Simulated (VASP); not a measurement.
Input of a VASP 6.6.1 run:

INCAR

```
ALGO = Fast
EDIFF = 1E-7
ENCUT = 200
GGA = PE
ISIF = 2
ISMEAR = 0
IVDW = 12
LASPH = T
LCHARG = F
LREAL = F
LWAVE = F
NELM = 60
PREC = Accurate
SIGMA = 0.02
```

KPOINTS

```
k-points
0
Gamma
  6 6 6
```

File POSCAR:

```
Sb
1.0
    2.1542000000      1.2437279500      3.7580000000
   -2.1542000000      1.2437279500      3.7580000000
    0.0000000000     -2.4874559000      3.7580000000
Sb
2
Direct
    0.2334900000      0.2334900000      0.2334900000
    0.7665100000      0.7665100000      0.7665100000
```

Potentials or basis: VASP PAW PBE potentials, release 64 (Sb).

Command:

```console
$ cat potpaw_PBE.64/Sb/POTCAR > POTCAR
$ mpirun -np 1 vasp_std > vasp.out
```

**Question.** Predict the band gap on the k mesh.

**Answer.** None (metal or under the smearing width).

**Question.** Predict the largest force.

**Answer.** 0.109 eV/Å.

Stress tensor (GPa, compression positive):
```
 0.32  0.00  0.00
 0.00  0.32  0.00
 0.00  0.00 -0.07
```

Caveat: the cutoff is under 1.25 times the usual one of these potentials, so pressure, stress and relaxed cells hold a basis-set (Pulay) error; pairwise dispersion overbinds metals, which lowers pressure and volume. The run has no spin-orbit coupling, so splittings on Sb are missing.
